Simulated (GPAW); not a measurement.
The system is Mg.

```
Mg
1.0
     3.20930    0.00000    0.00000
    -1.60465    2.77934    0.00000
     0.00000    0.00000    5.21030
Mg
2
Cartesian
  1.6047 0.9264 3.9077
  0.0000 1.8529 1.3026
```

```yaml
Program: GPAW 26.7.0
Task: relaxation of cell and atoms
Functional: RPBE
Dispersion: D3(BJ)
Potentials_or_basis: the program's PAW data sets (release 1.2.1) made for this functional
Cutoff: 800 eV
Basis: pw
k_mesh: 10 × 10 × 5
Occupations: fermi-dirac, width 0.05 eV
Spin: no spin polarisation
```

At the start: pressure -13.0 GPa; volume 23.24 Å³/atom.

How do energy, volume and symmetry change on relaxing?

Over 8 steps the energy falls by 351.0 meV/atom and the volume is 16.78 Å³/atom (-27.8 %); space group P6_3/mmc (No. 194, to 0.05 Å).

Step by step:
```csv
step,energy change (eV),largest force (eV/Å),pressure (GPa),volume (Å³)
1,0.0000,0.0000,-13.02,46.47
2,-0.1475,0.0000,-12.47,44.63
3,-0.7013,0.0000,0.60,33.32
4,-0.7017,0.0000,-0.22,33.66
5,-0.7018,0.0000,-0.03,33.58
6,-0.7019,0.0000,0.03,33.55
7,-0.7020,0.0000,0.07,33.54
8,-0.7020,0.0000,0.03,33.55
```

Final structure:
```
Mg
1.0
     2.87421    0.00000    0.00000
    -1.43711    2.48914    0.00000
     0.00000    0.00000    4.68964
Mg
2
Direct
  0.66667 0.33333 0.75000
  0.33333 0.66667 0.25000
```

Caveat: later steps reuse the first step's grids; the volume moved by over 15 % at a fixed basis, so the end points are rough; the volume moved by -28 % from the deposited cell, more than functionals usually miss; pairwise dispersion overbinds metals, which lowers pressure and volume.
